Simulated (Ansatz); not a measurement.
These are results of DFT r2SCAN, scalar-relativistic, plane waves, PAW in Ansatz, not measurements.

Structure of HfO2:

```xyz
12
Lattice="5.2467 0.0000 0.0000 0.0000 5.0305 0.0000 0.0000 0.0000 5.0594" Properties=species:S:1:pos:R:3 pbc="T T T"
Hf    0.1705    1.3433    1.2197
Hf    2.4528    1.3433    3.7494
Hf    2.7939    3.6872    1.2197
Hf    5.0762    3.6872    3.7494
O     1.9258    0.3522    1.9265
O     0.6976    0.3522    4.4562
O     3.8415    2.3197    2.4850
O     4.0286    2.3197    5.0147
O     1.4052    2.7109    5.0147
O     1.2181    2.7109    2.4850
O     4.5491    4.6783    1.9265
O     3.3209    4.6783    4.4562
```

Cutoff 500 eV; k points 6×6×6 on the computed 12-atom cell (Γ-centred); Gaussian smearing, width 0.02 eV; no spin polarisation.

Levels along Γ–X–S–Y–Γ–Z–U–R–T–Z | X–U | Y–T | S–R, in eV from a zero inside the gap, sorted by energy at each point. Points in fractions of the primitive reciprocal vectors: Γ (0.000 0.000 0.000), X (0.500 0.000 0.000), S (0.500 0.500 0.000), Y (0.000 0.500 0.000), Z (0.000 0.000 0.500), U (0.500 0.000 0.500), R (0.500 0.500 0.500), T (0.000 0.500 0.500).
```
point k (1/Å, with 2π) band 73  band 74  band 75  band 76  band 77  band 78  band 79
    Γ             0.000    -3.17    -2.66    -2.54    -2.48     2.98     3.24     3.35
    -             0.120    -3.16    -2.68    -2.65    -2.53     3.00     3.24     3.38
    -             0.239    -3.11    -2.91    -2.72    -2.67     3.05     3.24     3.44
    -             0.359    -3.13    -3.02    -2.84    -2.77     3.12     3.26     3.52
    -             0.479    -3.20    -3.05    -2.90    -2.82     3.20     3.27     3.60
    X             0.599    -3.17    -3.17    -2.86    -2.86     3.25     3.25     3.65
    -             0.724    -3.13    -3.13    -2.89    -2.89     3.16     3.16     3.66
    -             0.849    -3.09    -3.09    -2.94    -2.94     3.01     3.01     3.52
    -             0.974    -3.09    -3.09    -2.95    -2.95     2.87     2.87     3.35
    -             1.098    -3.10    -3.10    -2.95    -2.95     2.78     2.78     3.22
    S             1.223    -3.11    -3.11    -2.95    -2.95     2.74     2.74     3.17
    -             1.343    -3.24    -3.13    -2.93    -2.85     2.70     2.81     3.06
    -             1.463    -3.31    -3.20    -2.90    -2.72     2.65     2.87     2.98
    -             1.583    -3.27    -3.00    -2.89    -2.62     2.60     2.91     2.98
    -             1.702    -3.28    -2.89    -2.77    -2.58     2.58     2.94     3.00
    Y             1.822    -3.29    -2.89    -2.66    -2.60     2.58     2.94     3.02
    -             1.947    -3.29    -2.92    -2.63    -2.62     2.63     2.99     3.08
    -             2.072    -3.26    -2.99    -2.67    -2.58     2.78     3.08     3.23
    -             2.197    -3.20    -3.04    -2.65    -2.52     2.98     3.11     3.38
    -             2.322    -3.16    -2.81    -2.57    -2.49     3.02     3.18     3.34
    Γ             2.447    -3.17    -2.66    -2.54    -2.48     2.98     3.24     3.35
    -             2.571    -3.31    -2.69    -2.56    -2.51     2.94     3.23     3.34
    -             2.695    -3.38    -2.73    -2.60    -2.58     2.84     3.23     3.26
    -             2.819    -3.15    -2.75    -2.67    -2.65     2.72     3.06     3.25
    -             2.943    -2.96    -2.77    -2.71    -2.71     2.65     2.83     3.29
    Z             3.067    -2.83    -2.83    -2.73    -2.73     2.68     2.68     3.35
    -             3.187    -2.84    -2.84    -2.77    -2.77     2.71     2.71     3.39
    -             3.307    -2.90    -2.90    -2.87    -2.87     2.78     2.78     3.46
    -             3.427    -3.02    -3.02    -2.98    -2.98     2.89     2.89     3.48
    -             3.546    -3.15    -3.15    -3.09    -3.09     3.04     3.04     3.38
    U             3.666    -3.17    -3.17    -3.17    -3.17     3.22     3.22     3.22
    -             3.791    -3.28    -3.28    -3.06    -3.06     3.05     3.05     3.33
    -             3.916    -3.33    -3.33    -3.01    -3.01     2.87     2.87     3.31
    -             4.041    -3.36    -3.36    -3.07    -3.07     2.73     2.73     3.13
    -             4.166    -3.37    -3.37    -3.19    -3.19     2.67     2.67     2.89
    R             4.291    -3.31    -3.31    -3.31    -3.31     2.73     2.73     2.73
    -             4.410    -3.37    -3.37    -3.19    -3.19     2.63     2.63     2.82
    -             4.530    -3.39    -3.39    -3.05    -3.05     2.56     2.56     2.90
    -             4.650    -3.42    -3.42    -2.92    -2.92     2.55     2.55     2.94
    -             4.770    -3.46    -3.46    -2.85    -2.85     2.57     2.57     2.96
    T             4.890    -3.48    -3.48    -2.83    -2.83     2.58     2.58     2.97
    -             5.014    -3.46    -3.46    -2.81    -2.81     2.58     2.58     3.03
    -             5.139    -3.28    -3.28    -2.77    -2.77     2.58     2.58     3.15
    -             5.264    -3.06    -3.06    -2.73    -2.73     2.62     2.62     3.26
    -             5.389    -2.90    -2.90    -2.72    -2.72     2.66     2.66     3.33
    Z             5.514    -2.83    -2.83    -2.73    -2.73     2.68     2.68     3.35
    X             5.514    -3.17    -3.17    -2.86    -2.86     3.25     3.25     3.65
    -             5.638    -3.15    -3.15    -2.91    -2.91     3.22     3.22     3.66
    -             5.762    -3.24    -3.24    -2.94    -2.94     3.17     3.17     3.63
    -             5.887    -3.31    -3.31    -2.98    -2.98     3.12     3.12     3.50
    -             6.011    -3.28    -3.28    -3.05    -3.05     3.14     3.14     3.35
    U             6.135    -3.17    -3.17    -3.17    -3.17     3.22     3.22     3.22
    Y             6.135    -3.29    -2.89    -2.66    -2.60     2.58     2.94     3.02
    -             6.259    -3.29    -2.96    -2.67    -2.61     2.64     2.94     2.94
    -             6.383    -3.29    -3.14    -2.73    -2.64     2.77     2.79     2.91
    -             6.508    -3.35    -3.34    -2.79    -2.70     2.62     2.82     2.89
    -             6.632    -3.48    -3.41    -2.83    -2.78     2.55     2.70     2.90
    T             6.756    -3.48    -3.48    -2.83    -2.83     2.58     2.58     2.97
    S             6.756    -3.11    -3.11    -2.95    -2.95     2.74     2.74     3.17
    -             6.880    -3.17    -3.17    -2.98    -2.98     2.71     2.71     3.21
    -             7.004    -3.38    -3.38    -3.01    -3.01     2.65     2.65     3.28
    -             7.128    -3.54    -3.54    -3.08    -3.08     2.59     2.59     3.16
    -             7.253    -3.46    -3.46    -3.17    -3.17     2.61     2.61     2.93
    R             7.377    -3.31    -3.31    -3.31    -3.31     2.73     2.73     2.73
```

Spin-orbit coupling is left out, which matters for the bands of heavy elements.

This form isn't the usual stable structure of the compound.

Cost: 1 run of about 4.7 core-minutes, on AMD EPYC 9R45 (Zen 5) (shared hosts).